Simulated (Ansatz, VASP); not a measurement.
## Au in VASP and in Ansatz

```xyz
1
Lattice="0.0000 2.0615 2.0615 2.0615 0.0000 2.0615 2.0615 2.0615 0.0000" Properties=species:S:1:pos:R:3 pbc="T T T"
Au    0.0000    0.0000    0.0000
```

Alike in both runs: task single point; functional r2SCAN; k mesh 6 × 6 × 6; occupations fermi-dirac, width 0.1 eV; no spin polarisation.

|  | VASP | Ansatz |
| --- | --- | --- |
| version | VASP 6.6.1 | Ansatz 0.2.0 |
| potentials or method | VASP PAW PBE potentials, release 64 (Au) | plane waves (500 eV) with PAW, scalar-relativistic |
| plane-wave cutoff (eV) | 520 | 500 |
| valence electrons in the cell | 11 | 19 |

Ansatz gave:

| Quantity | Value |
| --- | --- |
| pressure (GPa) | 1.2 |

**Question.** Which values does VASP return?

**Answer.** Pressure (GPa): 1.5.

The two sets of potentials don't hold the same shells in valence.

Caveats: the k mesh is coarse (spacing up to 0.44 Å⁻¹), so the values aren't converged; the PAW data sets were made with another functional, which shifts forces and pressure a little (VASP). Spin-orbit coupling is left out, which matters for the levels of Au.
